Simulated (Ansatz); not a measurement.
# HfO2 (Pca2_1) in Ansatz: settings compared, part 2 of 2

Ansatz 0.2.0. The steps go on from the part before.

### Step 4. Single point, rPW86-PBE+rVV10, 10.74 Å³/atom (volume scaled by 0.98)

Input file input.yaml:

```yaml
crystal:
  lattice:
    - [5.1844323491, 0.0, 0.0]
    - [0.0, 4.9711736599, 0.0]
    - [0.0, 0.0, 4.9989076225]
  atoms:
    - { symbol: Hf, position: [0.966994, 0.73252082, 0.74144035] }
    - { symbol: Hf, position: [0.533006, 0.73252082, 0.24144035] }
    - { symbol: Hf, position: [0.466994, 0.26747918, 0.74144035] }
    - { symbol: Hf, position: [0.033006, 0.26747918, 0.24144035] }
    - { symbol: O, position: [0.63212745, 0.9286454, 0.87926726] }
    - { symbol: O, position: [0.86787255, 0.9286454, 0.37926726] }
    - { symbol: O, position: [0.23394852, 0.53988305, 0.49229239] }
    - { symbol: O, position: [0.26605148, 0.53988305, 0.99229239] }
    - { symbol: O, position: [0.76605148, 0.46011695, 0.99229239] }
    - { symbol: O, position: [0.73394852, 0.46011695, 0.49229239] }
    - { symbol: O, position: [0.13212745, 0.0713546, 0.87926726] }
    - { symbol: O, position: [0.36787255, 0.0713546, 0.37926726] }
hamiltonian:
  xc: { exchange: rpw86, correlation: pbe }
  pseudopotentials: { kind: paw }
  dispersion: rvv10
kpoints:
  mp_grid: { grid: [5, 6, 5] }
scf:
  occupations: { method: fermi_dirac, width: 0.05 }
output:
  forces: true
  stress: true
  eigenvalues: true
```

On the command line:

```
$ ansatz run input.yaml --threads 2 --pin off --max-ram 5120MiB --backend cpu --events-out ev --progress --plain --runs-dir out
```

Wall time 24 s (2 threads of Arm Neoverse V2, shared host); peak memory 0.63 GiB.

Results (log left out):

```yaml
Free_energy: -67744.6497 eV
Pressure: 19.5 GPa
Largest_force: 0.286 eV/Å
Band_gap_on_the_k_mesh: 4.53 eV, indirect (least direct gap 4.74 eV)
```

Caveat: odd divisions of the mesh miss points on the zone boundary, where band edges often lie, so the gap on the mesh can be too wide; the pressure holds a Pulay correction of +0.9 GPa for the finite cutoff; spin-orbit coupling is left out, which moves the levels of the heavy elements; the PAW data sets come from PBE, with cores solved anew for the run's functional, which leaves a small shift of forces and pressure.

### Step 5. Single point, rPW86-PBE+rVV10, 10.96 Å³/atom

input.yaml: that of step 4 with these lines changed.

```diff
@@ -2,5 +2,5 @@
   lattice:
-    - [5.1844323491, 0.0, 0.0]
-    - [0.0, 4.9711736599, 0.0]
-    - [0.0, 0.0, 4.9989076225]
+    - [5.21946336, 0.0, 0.0]
+    - [0.0, 5.00476369, 0.0]
+    - [0.0, 0.0, 5.03268505]
   atoms:
@@ -30 +30,5 @@
   eigenvalues: true
+  write_density: true
+  write_potential: true
+  elf: true
+  volumetric_format: npy
```

On the command line:

```
$ ansatz run input.yaml --threads 2 --pin off --max-ram 5120MiB --backend cpu --events-out ev --progress --plain --runs-dir out
```

It took 35 s on 2 threads of Arm Neoverse V2, shared host; peak memory 0.65 GiB.

It converged, with:

| Property | Result |
| --- | --- |
| Free energy | -67744.9187 eV |
| Pressure | 13.3 GPa |
| Largest force | 0.202 eV/Å |
| Band gap on the k mesh | 4.46 eV, indirect (least direct gap 4.67 eV) |

Caveat: odd divisions of the mesh miss points on the zone boundary, where band edges often lie, so the gap on the mesh can be too wide; the pressure holds a Pulay correction of +0.9 GPa for the finite cutoff; spin-orbit coupling is left out, which moves the levels of the heavy elements; the PAW data sets come from PBE, with cores solved anew for the run's functional, which leaves a small shift of forces and pressure.

### Step 6. Single point, rPW86-PBE+rVV10, 11.17 Å³/atom (volume scaled by 1.02)

input.yaml: that of step 5 with these lines changed.

```diff
@@ -2,5 +2,5 @@
   lattice:
-    - [5.21946336, 0.0, 0.0]
-    - [0.0, 5.00476369, 0.0]
-    - [0.0, 0.0, 5.03268505]
+    - [5.2540303499, 0.0, 0.0]
+    - [0.0, 5.0379087863, 0.0]
+    - [0.0, 0.0, 5.0660150614]
   atoms:
```

Potentials or basis: Ansatz PAW.

On the command line:

```
$ ansatz run input.yaml --threads 2 --pin off --max-ram 5120MiB --backend cpu --events-out ev --progress --plain --runs-dir out
```

It took 36 s on 2 threads of Arm Neoverse V2, shared host; peak memory 0.66 GiB.

It converged, with:

```
Free energy            : -67745.0905 eV
Pressure               : 7.7 GPa
Largest force          : 0.126 eV/Å
Band gap on the k mesh : 4.38 eV, indirect (least direct gap 4.60 eV)
```

Caveat: odd divisions of the mesh miss points on the zone boundary, where band edges often lie, so the gap on the mesh can be too wide; the pressure holds a Pulay correction of +0.8 GPa for the finite cutoff; spin-orbit coupling is left out, which moves the levels of the heavy elements; the PAW data sets come from PBE, with cores solved anew for the run's functional, which leaves a small shift of forces and pressure.

### Step 7. Single point, rPW86-PBE+rVV10, 11.39 Å³/atom (volume scaled by 1.04)

input.yaml: that of step 6 with these lines changed.

```diff
@@ -2,5 +2,5 @@
   lattice:
-    - [5.2540303499, 0.0, 0.0]
-    - [0.0, 5.0379087863, 0.0]
-    - [0.0, 0.0, 5.0660150614]
+    - [5.2881483861, 0.0, 0.0]
+    - [0.0, 5.0706233964, 0.0]
+    - [0.0, 0.0, 5.0989121849]
   atoms:
@@ -30,5 +30 @@
   eigenvalues: true
-  write_density: true
-  write_potential: true
-  elf: true
-  volumetric_format: npy
```

On the command line:

```
$ ansatz run input.yaml --threads 2 --pin off --max-ram 5120MiB --backend cpu --events-out ev --progress --plain --runs-dir out
```

Run time: 26 s. Hardware: 2 threads of Arm Neoverse V2, shared host; peak memory 0.65 GiB.

The run converged. Its results:

```
Free energy            : -67745.1749 eV
Pressure               : 2.6 GPa
Largest force          : 0.111 eV/Å
Band gap on the k mesh : 4.31 eV, indirect (least direct gap 4.53 eV)
```

Caveat: odd divisions of the mesh miss points on the zone boundary, where band edges often lie, so the gap on the mesh can be too wide; the pressure holds a Pulay correction of +0.8 GPa for the finite cutoff; spin-orbit coupling is left out, which moves the levels of the heavy elements; the PAW data sets come from PBE, with cores solved anew for the run's functional, which leaves a small shift of forces and pressure.

### Step 8. Single point, rPW86-PBE+rVV10, 11.61 Å³/atom (volume scaled by 1.06)

input.yaml: that of step 7 with these lines changed.

```diff
@@ -2,5 +2,5 @@
   lattice:
-    - [5.2881483861, 0.0, 0.0]
-    - [0.0, 5.0706233964, 0.0]
-    - [0.0, 0.0, 5.0989121849]
+    - [5.321831768, 0.0, 0.0]
+    - [0.0, 5.1029212315, 0.0]
+    - [0.0, 0.0, 5.1313902082]
   atoms:
```

On the command line:

```
$ ansatz run input.yaml --threads 2 --pin off --max-ram 5120MiB --backend cpu --events-out ev --progress --plain --runs-dir out
```

It took 26 s on 2 threads of Arm Neoverse V2, shared host; peak memory 0.67 GiB.

It converged, with:

```
Free energy            : -67745.1792 eV
Pressure               : -2.0 GPa
Largest force          : 0.140 eV/Å
Band gap on the k mesh : 4.24 eV, indirect (least direct gap 4.46 eV)
```

Caveat: odd divisions of the mesh miss points on the zone boundary, where band edges often lie, so the gap on the mesh can be too wide; the pressure holds a Pulay correction of +0.8 GPa for the finite cutoff; spin-orbit coupling is left out, which moves the levels of the heavy elements; the PAW data sets come from PBE, with cores solved anew for the run's functional, which leaves a small shift of forces and pressure.

### Step 9. Equation of state, rPW86-PBE+rVV10

Potentials or basis: Ansatz PAW.

No new run: the results of the series are fitted here.

What came out:

```yaml
Equilibrium_volume: 11.52 Å³/atom
Bulk_modulus_at_fixed_shape_and_positions: 241 GPa
Pressure_derivative_of_the_bulk_modulus: 4.2
```

Energy against volume, from the lowest point:
```
volume (Å³/atom)  energy (meV/atom)
          10.298             116.71
          10.517              75.44
          10.736              44.12
          10.955              21.71
          11.175               7.39
          11.394               0.36
          11.613               0.00
```

Caveat: the potentials were made for another functional, which shifts forces and pressure; the cell was scaled at fixed shape and fractional positions, which overstates the stiffness of a crystal with free parameters, most of all of layers and chains. Spin-orbit coupling is left out, which matters for the levels of Hf.

### Step 10. Band structure, PBE

input.yaml: that of step 8 with these lines changed.

```diff
@@ -2,5 +2,5 @@
   lattice:
-    - [5.321831768, 0.0, 0.0]
-    - [0.0, 5.1029212315, 0.0]
-    - [0.0, 0.0, 5.1313902082]
+    - [5.21946336, 0.0, 0.0]
+    - [0.0, 5.00476369, 0.0]
+    - [0.0, 0.0, 5.03268505]
   atoms:
@@ -19,9 +19,16 @@
 hamiltonian:
-  xc: { exchange: rpw86, correlation: pbe }
-  pseudopotentials: { kind: paw }
-  dispersion: rvv10
+  xc: pbe
+  pseudopotentials: { kind: nc, accuracy: standard }
 kpoints:
   mp_grid: { grid: [5, 6, 5] }
+  band_path:
+    path:
+      - [[0.0, 0.0, 0.0], [0.0, 0.5, 0.0], [0.0, 0.5, 0.5], [0.0, 0.0, 0.5], [0.0, 0.0, 0.0], [0.5, 0.0, 0.0], [0.5, 0.5, 0.0], [0.5, 0.5, 0.5], [0.5, 0.0, 0.5], [0.5, 0.0, 0.0]]
+      - [[0.0, 0.0, 0.5], [0.5, 0.0, 0.5]]
+      - [[0.5, 0.5, 0.0], [0.0, 0.5, 0.0]]
+      - [[0.0, 0.5, 0.5], [0.5, 0.5, 0.5]]
+    npoints: 10
 scf:
   occupations: { method: fermi_dirac, width: 0.05 }
+  n_extra_bands: 30
 output:
@@ -30 +37,2 @@
   eigenvalues: true
+  fatbands: true
```

Potentials or basis: PseudoDojo standard (PBE files).

On the command line:

```
$ ansatz run input.yaml --threads 2 --pin off --max-ram 5120MiB --backend cpu --events-out ev --progress --plain --runs-dir out
```

Run time: 7 min. Hardware: 2 threads of Arm Neoverse V2, shared host; peak memory 2.6 GiB.

The run converged. Its results:

```yaml
Free_energy: -9764.7012 eV
Pressure: 7.2 GPa
Largest_force: 0.080 eV/Å
Band_gap_on_the_k_mesh: 4.50 eV, indirect (least direct gap 4.71 eV)
Band_gap_along_the_path: 4.57 eV, indirect (least direct gap 4.69 eV)
```

Forces on the atoms (eV/Å):
```
Hf   0.039  0.022  0.066
Hf  -0.039  0.022  0.066
Hf   0.039 -0.022  0.066
Hf  -0.039 -0.022  0.066
O   -0.023 -0.006 -0.012
O    0.023 -0.006 -0.012
O    0.006  0.044 -0.054
O   -0.006  0.044 -0.054
O   -0.006 -0.044 -0.054
O    0.006 -0.044 -0.054
O   -0.023  0.006 -0.012
O    0.023  0.006 -0.012
```

Stress tensor (GPa, compression positive):
```
7.23 0.00 0.00
0.00 7.19 0.00
0.00 0.00 7.05
```

Levels at the corners of the path, in eV from the valence-band top:
```csv
point,band 44,band 45,band 46,band 47,band 48,band 49,band 50,band 51,band 52,band 53
Γ,-0.97,-0.70,-0.20,-0.09,0.00,5.01,5.27,5.37,5.80,5.92
X,-0.84,-0.81,-0.41,-0.18,-0.12,4.58,4.96,5.04,5.66,5.67
S,-1.43,-1.02,-1.02,-0.36,-0.36,4.61,4.61,5.01,5.01,6.12
Y,-0.96,-0.36,-0.36,-0.27,-0.27,4.72,4.72,5.38,5.38,6.19
Γ,-0.97,-0.70,-0.20,-0.09,0.00,5.01,5.27,5.37,5.80,5.92
Z,-0.76,-0.69,-0.69,-0.40,-0.40,5.27,5.27,5.68,5.68,5.82
U,-1.03,-0.65,-0.65,-0.48,-0.48,4.76,4.76,5.21,5.21,5.74
R,-1.51,-0.84,-0.84,-0.84,-0.84,4.75,4.75,4.75,4.75,6.01
T,-1.42,-0.70,-0.70,-0.70,-0.70,5.26,5.26,5.26,5.26,6.28
Z,-0.76,-0.69,-0.69,-0.40,-0.40,5.27,5.27,5.68,5.68,5.82
Y,-0.96,-0.36,-0.36,-0.27,-0.27,4.72,4.72,5.38,5.38,6.19
T,-1.42,-0.70,-0.70,-0.70,-0.70,5.26,5.26,5.26,5.26,6.28
U,-1.03,-0.65,-0.65,-0.48,-0.48,4.76,4.76,5.21,5.21,5.74
X,-0.84,-0.81,-0.41,-0.18,-0.12,4.58,4.96,5.04,5.66,5.67
S,-1.43,-1.02,-1.02,-0.36,-0.36,4.61,4.61,5.01,5.01,6.12
R,-1.51,-0.84,-0.84,-0.84,-0.84,4.75,4.75,4.75,4.75,6.01
```

Caveat: spin-orbit coupling is left out, which moves the levels of the heavy elements. A hybrid or GW would open this gap; PBE tends to underestimate it.
